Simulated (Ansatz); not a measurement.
Free-standing chains of the atoms of AlN, named by their start (strip: triangular double chain, ladder: square double chain); atoms and period are relaxed, and energies count from relaxed bulk AlN (F-43m, not its usual structure, 10.48 Å³/atom, gap on the mesh 3.19 eV).

These are results of DFT PBEsol, scalar-relativistic, plane waves, PAW (Ansatz), not measurements.

Cutoff 420 eV, Gaussian smearing of 0.05 eV, energies at zero smearing, symmetry of each start kept, collinear spin where a moment is listed.

```tsv
start	atoms	k mesh	excess energy (eV per host atom)	period (Å)	gap on the mesh (eV)	highest filled level or Fermi level under vacuum (eV)
linear chain	2	1×1×19	1.966	3.368	2.46	5.54
dimerised chain	2	1×1×19	1.966	3.368	2.46	5.54
zigzag chain	2	1×1×21	1.966	3.367	2.47	5.54
ladder chain	4	1×1×19	1.268	3.505	2.77	-
strip chain*	2	1×1×35	1.965	3.367	2.47	5.54
```

Zero in every row: size of the moment (μB per cell).

* ends far from its start.

An odd mesh misses points on the zone edge, so a gap read on it can be too wide.

Each run keeps its start's symmetry and one magnetic start, so lower states can exist. Rows stand on unlike meshes and boxes, so starts that end alike can differ by a few hundredths of an eV per atom.

Cost: 5 runs of about 27 core-minutes in all, on Intel Xeon Processor @ 2.50GHz (Skylake/Cascade Lake) (shared hosts).